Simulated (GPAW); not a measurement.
Crystal: CrO2.

```
Cr O
1.0
     0.00000    2.38307    2.38307
     2.38307    0.00000    2.38307
     2.38307    2.38307    0.00000
Cr O
1 2
Direct
  0.00000 0.00000 0.00000
  0.25000 0.25000 0.25000
  0.75000 0.75000 0.75000
```

Measurements of this composition are mostly on another form, of space group No. 136.

Base run:

```yaml
Program: GPAW 26.7.0
Functional: PBE
Potentials_or_basis: GPAW PAW data sets (gpaw-data 1.2.1)
Cutoff: 800 eV
Basis: pw
k_mesh: 10 × 10 × 10
Occupations: gaussian, width 0.02 eV
Spin: collinear spin, ferromagnetic start
Starting_moments: "[3.0, 0.0, 0.0] μB"
```

Its results: band gap on the k mesh 0.21 eV, indirect (least direct gap 0.21 eV); pressure -5.9 GPa; net moment 2.00 μB per cell; site moments Cr +2.17; O -0.10 μB.

Task: The run is repeated on the same cell with these changes: functional from PBE to PBEsol; potentials or basis from GPAW PAW data sets (gpaw-data 1.2.1) to PAW data sets generated in the run's folder for this functional. What comes out?

Result: Band gap on the k mesh 0.16 eV, indirect (least direct gap 0.17 eV); pressure -14.4 GPa; net moment 2.00 μB per cell; site moments Cr +2.17; O -0.11 μB.

Caveats: a cell with one magnetic atom can't hold antiferromagnetic order, which such compounds often take.

A k mesh can miss the band edges.
